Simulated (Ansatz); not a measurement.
Runs of Ansatz 0.2.0 on Bi2Se3 (Paraguanajuatite). The structure is trigonal, space group R-3m (No. 166). Conventional cell: a = 4.143 Å, b = 4.143 Å, c = 28.636 Å, α = 90.00°, β = 90.00°, γ = 120.00°. Bi (site symmetry 3m) is surrounded by 6 Se at 2.85 to 3.07 Å. Around Se (site symmetry 3m) lie 3 Bi at 2.85 Å. Around Se (site symmetry -3m) lie 6 Bi at 3.07 Å. 

| level | cutoff (eV) | gap on the mesh (eV) | pressure (GPa) | relaxed volume (Å³/atom) |
| --- | --- | --- | --- | --- |
| RPBE | 420 | 0.91 | 0.0 | (a) |
| exchange-only PBE | 420 | 0.73 | 0.0 | (b) |
| LDA | 420 | - | 0.0 | 27.13 |
| r2SCAN+D3(BJ) | 500 | 0.63 | 0.0 | 29.01 |

Alike in all rows: task relaxation of cell and atoms; potentials or basis Ansatz PAW; no spin polarisation; cell relaxed; k mesh 8 × 8 × 8; smearing fermi-dirac 0.05 eV.

**Question.** Fill in the values left out.

**Answer.** (a) 37.20; (b) 42.31.

Caveats: the plane-wave basis is chosen anew once the cell has moved, so the energies of steps on either side of that aren't comparable; the PAW data sets come from PBE, with cores solved anew for the run's functional, which leaves a small shift of forces and pressure; spin-orbit coupling is left out, which as a rule narrows the gap of such compounds by several tenths of an eV (some runs); the volume moved by over 15 % at a fixed basis, so the end points are rough (some runs); the volume moved by +31 % from the deposited cell, more than functionals usually miss (some runs); the volume moved by +49 % from the deposited cell, more than functionals usually miss (some runs); spin-orbit coupling is left out, which moves the levels of the heavy elements (some runs).

A k mesh can miss the band edges, and the runs leave out spin-orbit coupling on Bi, Se.

Runs at the PBE level aren't shown here.
